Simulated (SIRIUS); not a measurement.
The system is NiO.

```
CELL_PARAMETERS angstrom
0.00000 2.08590 2.08590
2.08590 0.00000 2.08590
2.08590 2.08590 0.00000
ATOMIC_POSITIONS crystal
Ni 0.00000 0.00000 0.00000
O 0.50000 0.50000 0.50000
```

```yaml
Program: SIRIUS 7.12.0
Task: relaxation of cell and atoms
Functional: RPBE
Potentials_or_basis: PseudoDojo 0.4.1 PBE standard (scalar relativistic)
Cutoff: 1333 eV
Density_cutoff: 5334 eV
k_mesh: 5 × 5 × 5
Occupations: fermi-dirac, width 0.05 eV
Spin: collinear spin, ferromagnetic start
Starting_moments: "[1.0, 0.0] μB"
```

At the start: pressure 11.9 GPa; volume 9.08 Å³/atom.

**Question.** How do energy, volume and symmetry change on relaxing?

**Answer.** Over 11 steps the energy falls by 21.9 meV/atom and the volume is 9.67 Å³/atom (+6.6 %); space group Fm-3m (No. 225, to 0.05 Å); moment 1.89 μB per cell.

The path:
```tsv
step	energy change (eV)	largest force (eV/Å)	pressure (GPa)	volume (Å³)
1	0.0000	0.0000	11.93	18.15
2	-0.0174	0.0000	9.06	18.42
3	-0.0438	0.0000	0.40	19.33
4	0.2391	0.0000	-8.28	19.38
5	-0.0438	0.0000	0.38	19.33
6	-0.0438	0.0000	0.37	19.34
7	0.2393	0.0000	-8.31	19.38
8	-0.0438	0.0000	0.35	19.34
9	-0.0438	0.0000	0.34	19.34
10	0.2394	0.0000	-8.33	19.38
11	-0.0438	0.0000	0.32	19.34
```

Final structure:
```
Ni O
1.0
     0.00000    2.13055    2.13055
     2.13055    0.00000    2.13055
     2.13055    2.13055    0.00000
Ni O
1 1
Direct
  0.00000 0.00000 0.00000
  0.50000 0.50000 0.50000
```

Caveat: the k mesh is coarse (spacing up to 0.52 Å⁻¹), so the values aren't converged; the potentials were made for another functional, which shifts forces and pressure; a cell with one magnetic atom can't hold antiferromagnetic order, which such compounds often take.
